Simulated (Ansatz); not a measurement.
Compressing Cr: a fit and a missing row

Cr, Im-3m, a = 2.814 Å. Ansatz: PBEsol, PAW, 420 eV, Γ-centred 20×20×20 mesh on 1 atom, Gaussian smearing 0.10 eV; no spin polarisation. Symmetry fixes shape and atoms, so the cell is only scaled; pressure is positive in compression.

| V (Å³/atom) | P (GPa) |
| --- | --- |
| 10.475 | ? |
| 10.809 | 9.17 |
| 11.143 | 0.00 |
| 11.478 | -7.84 |
| 11.812 | -14.53 |

Question: Take V0 = 11.143 Å³/atom, fit the third-order Birch–Murnaghan form to the other rows, and predict the missing pressure.

Answer: With the Eulerian strain f = ½[(V0/V)^(2/3) − 1] and y = P/[3f(1 + 2f)^(5/2)], the form is the line y = B0 + 1.5 B0 (B0′ − 4) f. Rows (f, y): 0.01025, 283.5; -0.00978, 280.7; -0.01906, 280.0. Means f = -0.006197, y = 281.40; Σ(Δf)² = 0.0004488, ΣΔfΔy = 0.05506; the slope is their ratio. y = 282.2 + 122.7 f GPa, so B0 = 282.2 GPa and B0′ = 4 + 2 × (122.7)/(3 × 282.2) = 4.29. At V = 10.475, f = 0.02104, y = 284.78 and P = 19.93 GPa. The run gave 19.92 GPa, so the fit is 0.01 GPa too high, within twice the rms miss on the fitted rows (0.007 GPa). The form still works here, 33 % of the fitted range beyond its end.